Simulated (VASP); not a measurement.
Crystal: SiC.

```
Si C
1.0
     3.07898    0.00000    0.00000
    -1.53949    2.66648    0.00000
     0.00000    0.00000   10.07959
Si C
4 4
Direct
  0.66667 0.33333 0.93783
  0.33333 0.66667 0.43783
  0.00000 0.00000 0.68790
  0.00000 0.00000 0.18790
  0.66667 0.33333 0.74981
  0.33333 0.66667 0.24981
  0.00000 0.00000 0.50046
  0.00000 0.00000 0.00046
```

The cell is a database's computed one.

Base run:

```yaml
Program: VASP 6.6.1
Functional: r2SCAN
Potentials_or_basis: VASP PAW PBE potentials, release 64 (Si, C)
Cutoff: 520 eV
k_mesh: 12 × 12 × 3
Occupations: gaussian, width 0.03 eV
Spin: no spin polarisation
```

Its results: band gap on the k mesh 2.61 eV, indirect (least direct gap 3.79 eV).

Problem. The run is repeated on the same cell with these changes: functional from r2SCAN to TB-mBJ. What comes out?

Solution. Band gap on the k mesh 3.18 eV, indirect (least direct gap 4.34 eV).
